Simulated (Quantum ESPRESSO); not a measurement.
A run of Quantum ESPRESSO 7.5:

pw.in

```
&CONTROL
  calculation = 'scf'
  prefix = 'pwscf'
  outdir = './tmp'
  pseudo_dir = './pseudo'
  tprnfor = .true.
  tstress = .true.
  disk_io = 'nowf'
/
&SYSTEM
  ibrav = 0
  nat = 2
  ntyp = 1
  ecutwfc = 45
  ecutrho = 360
  nbnd = 18
  occupations = 'smearing'
  smearing = 'fd'
  degauss = 0.00367493
/
&ELECTRONS
  conv_thr = 4d-10
  electron_maxstep = 120
  mixing_beta = 0.5
/
ATOMIC_SPECIES
Y     88.9058 y_pbesol_v1.4.uspp.F.UPF
CELL_PARAMETERS angstrom
   3.6474000000    0.0000000000    0.0000000000
  -1.8237000000    3.1587410578    0.0000000000
   0.0000000000    0.0000000000    5.7306000000
ATOMIC_POSITIONS crystal
Y      0.6700770000    0.3217800000    0.7512290000
Y      0.3305060000    0.6741340000    0.2556330000
K_POINTS automatic
8 8 5 0 0 0
```

Potentials or basis: GBRV 1.5 PBEsol.

Launch:

```sh
$ OMP_NUM_THREADS=1 mpirun -n 2 pw.x -nk 2 -in pw.in > pw.out
```

Hardware: 2 MPI ranks on Arm Neoverse V2 (shared host).

**Question.** How long does it take, and how much memory?

**Answer.** Run time: 56 s on 2 MPI ranks on Arm Neoverse V2, on a shared host, peak memory 0.38 GiB a rank. Counts: scf iterations 11, k pools 2, bands 18, k points 162, g dense 51401.
